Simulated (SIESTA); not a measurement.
GaN in SIESTA: the effect of functional

Crystal: GaN.

```
CELL_PARAMETERS angstrom
3.18000 0.00000 0.00000
-1.59000 2.75396 0.00000
0.00000 0.00000 5.16600
ATOMIC_POSITIONS crystal
Ga 0.66667 0.33333 0.50000
Ga 0.33333 0.66667 0.00000
N 0.66667 0.33333 0.87500
N 0.33333 0.66667 0.37500
```

Alike in all runs:

```yaml
Program: SIESTA 5.4.2
Task: band structure
Basis: DZP (energy shift 0.003 Ry; two zetas on semicore shells)
Grid_cutoff: 800 Ry
Energy_shift: 0.003 Ry
k_mesh: 10 × 10 × 5
Occupations: fermi-dirac, width 0.05 eV
Spin: no spin polarisation
```

**Question.** One run gave: gap on the mesh 2.16 eV; pressure 14.1 GPa. Which functional did it use?
A. revPBE
B. PBEsol
C. AM05
D. RPBE
E. LDA

**Answer.** D.

```tsv
functional	potentials or basis	gap on the mesh (eV)	pressure (GPa)
LDA	PseudoDojo 0.4 standard (LDA files)	2.10	-1.9
PBEsol	PseudoDojo 0.4 standard (PBEsol files)	2.02	3.8
AM05	PseudoDojo 0.4 standard (PBEsol files)	2.06	3.6
WC	PseudoDojo 0.4 standard (PBEsol files)	2.01	4.2
PW91	PseudoDojo 0.4 standard (PBE files)	2.05	9.7
revPBE	PseudoDojo 0.4 standard (PBE files)	2.14	13.1
RPBE	PseudoDojo 0.4 standard (PBE files)	2.16	14.1
BLYP	PseudoDojo 0.4 standard (PBE files)	2.12	15.8
```

Caveats: the basis of atomic orbitals isn't converged, which shifts pressures, moduli and gaps; the potentials were made for another functional, which shifts forces and pressure (some runs).

Runs at the PBE level aren't shown here.
